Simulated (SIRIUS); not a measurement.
Ni:

```
CELL_PARAMETERS angstrom
-1.38372 1.38372 1.38372
1.38372 -1.38372 1.38372
1.38372 1.38372 -1.38372
ATOMIC_POSITIONS crystal
Ni 0.00000 0.00000 0.00000
```

This isn't the form of Ni at room conditions, which is fcc.

Base run:

| Property | Result |
| --- | --- |
| Program | SIRIUS 7.10.0 |
| Functional | HTBS |
| Potentials or basis | PseudoDojo 0.5 PBE stringent (scalar relativistic) |
| Cutoff | 1416 eV |
| Density cutoff | 5662 eV |
| k mesh | 9 × 9 × 9 |
| Occupations | methfessel-paxton, width 0.2 eV |
| Spin | collinear spin, ferromagnetic start |
| Starting moments | [1.0] μB |
| Fixed moment | 1 μB |

Its results: pressure 4.3 GPa.

Task: The run is repeated on the same cell with these changes: fixed moment from 1 μB to 0 μB. What comes out?

Result: Pressure -3.0 GPa.

Caveats: the potentials were made for another functional, which shifts forces and pressure; the total moment is fixed, so each spin has its own Fermi level.
